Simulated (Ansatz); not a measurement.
**Calculated with Ansatz: Nb, settings compared**

The input file (Ansatz 0.2.0, plane waves):

```yaml
crystal:
  lattice:
    - [-1.622066, 1.622066, 1.622066]
    - [1.622066, -1.622066, 1.622066]
    - [1.622066, 1.622066, -1.622066]
  atoms:
    - { symbol: Nb, position: [0.0, 0.0, 0.0] }
  symmetry: { tolerance: 0.0003 }
kpoints:
  mp_grid: { grid: [8, 8, 8], shift: [0, 0, 0] }
magnetization:
  spin_polarized: false
scf:
  occupations: { method: fermi_dirac, width: 0.1069 }
hamiltonian:
  pseudopotentials: { kind: paw }
  xc: r2scan
basis:
  ecutwfc: 500
output:
  forces: true
  stress: true
  eigenvalues: true
```

Launch command:

```bash
ansatz run input.yaml --threads 1 --pin off --max-ram 2560MiB --backend cpu --events-out ev --progress --plain --runs-dir out
```

Origin of the cell: a known structure type with other elements, at an estimated volume, so it need not be a known compound.

Output of this run (shortened):

```
Pseudopotentials: kind: paw
Pseudopotential: Nb, paw, valence charge 13, recommended cutoff 500 eV (meta_gga), Nb.paw.azcp
Functional definition: r2SCAN
  exchange = r2scan_x(k0 = k0, k1 = k1, a1 = a1)
  correlation = r2scan_c
Crystal: 1 atoms, lattice volume = 17.071 Å³
Basis set: ecut = 500 eV, 429 PW (Γ), exchange–correlation on 96×96×96 points (64 copies of the dense FFT grid, shifted against one another)
Bands: 11, of which v1, the nominal top of the filled ones, is band 7 counted from 1 (6 counted from 0)
Symmetry: 48 space group operations
Space group: Im-3m (ITA 229), of the structure as read, at distance tolerance 7.7e-4 Å
k-points: 29 of 512
[… 3 lines left out …]
Initial density: superposition of atomic densities (neutral atoms: chi_scale 0, normalization atom), corrected by the library's trained network
Functional: x = r2scan, c = r2scan; τ floored in thin density (d = 2e-4 eV/Å³)
SCF iter   1: F=—  HF=-4563.650869 eV  Δρ=1.13e-2  dr2=1.77e-2  dr2_τ=1.10e-2
SCF iter   2: F=—  HF=-4563.648903 eV  Δρ=3.91e-3  dr2=9.74e-4  dr2_τ=6.31e-4
SCF iter   3: F=—  HF=-4563.649350 eV  Δρ=1.51e-3  dr2=1.33e-4  dr2_τ=1.96e-5
SCF iter   4: F=—  HF=-4563.649460 eV  Δρ=7.69e-5  dr2=5.08e-7  dr2_τ=5.34e-8
SCF iter   5: F=—  HF=-4563.649460 eV  Δρ=1.51e-5  dr2=1.71e-8  dr2_τ=1.38e-8
SCF iter   6: F=-4563.649460 eV  HF=-4563.649460 eV  Δρ=2.45e-6  dr2=3.69e-10  dr2_τ=1.00e-10
SCF 1 converged in 6 iterations: F = -4563.649460 eV  dr2 = 3.69e-10
SCF converged after 6 iterations
Free energy (F): -4563.649460 eV
Harris-Foulkes:  -4563.649460 eV  (|F-HF|=3.64e-11)
Internal energy: -4563.604020 eV  (E = F + TS)
E sigma→0 (E₀):  -4563.626740 eV
Entropy (-TS):   -0.045441 eV (-45.441 meV/atom)
Fermi energy:    18.788578 eV
--- Per-component energies (eV) ---
  E_band       = -63.569995
  E_kinetic    = 396.577890
  E_local      = -659.343324  (includes V_loc(G=0)·N_el)
  E_nonlocal   = 119.743949
  E_hartree    = 205.570848
  E_xc         = -170.554189
  E_vxc        = -238.131016  (∫ρ·V_xc dr)
  E_paw        = -3090.446820  (= ΣΔE_a)
  E_vpaw       = -108.578968  (= ΣTr[D̂ρ^β])
  E_aug_tail   = 0.000004  (compensation charges beyond the density's cutoff)
  E_vtau       = 15.019375  (kinetic-family band-sum trace: ∫τ·v_τ [+ j·A + Jᵃ·Aᵃ] dr)
  E_ewald      = -1364.959946
  E_core_change = -0.192431  (= ΣΔE_core)
  E_smearing   = -0.045441  (= −TS)
  Σ components = -4563.649460   (vs F -4563.649460, Δ=0.00e0)
--- Forces (eV/Å), atoms counted from 1 ---
  atom   1  Nb     0.000000    -0.000000    -0.000000
  max |Σ_I F_I| component: 0.0 eV/Å
--- Stress (GPa, compression-positive) ---
       11.297556      -0.000000      -0.000000
       -0.000000      11.297556      -0.000000
        0.000000      -0.000000      11.297556
  P = ⅓ Tr σ = 11.2976 GPa (112.976 kbar)
```

The same input was run again with these changes:

1. `scf.eigensolver.kind` default → davidson; `hamiltonian.hubbard` default → { sites: [{ species: Nb, l: d, u_eff: 1.0 }], double_counting: fll }
2. `scf.eigensolver.kind` default → davidson; `scf.lower_state_search` default → full
3. `accuracy` default → high; `scf.occupations.method` fermi_dirac → methfessel_paxton; `scf.occupations.width` 0.1069 → 0.025
4. `hamiltonian.xc` r2scan → revpbe

| run | end | SCF iterations | P (GPa) | max force component (eV/Å) | moment (μB) | ΔE(σ→0) (meV/atom) |
| --- | --- | --- | --- | --- | --- | --- |
| base | converged | 6 | 11.30 | 0.000 | – | 0 |
| 1 | converged | 6 | 11.83 | 0.000 | – | – |
| 2 | converged | 8 | 11.30 | 0.000 | – | 0.00 |
| 3 | converged | 7 | 11.27 | 0.000 | – | 0.84 |
| 4 | converged | 6 | 14.67 | 0.000 | – | – |

Energies are compared only where functional, datasets, charge and starting cell are the same.

Caveats of the base run: no moments, though an odd count or open d shells may carry them; the k mesh is coarse if the cell is a metal.

Run 4: forces of this functional can be a tenth off on datasets made under PBE.

The base run took 1 s on 1 thread of Intel(R) Xeon(R) Platinum 8488C (Sapphire Rapids), with other jobs on the host, peak memory 0.45 GiB, from the program's own first density.
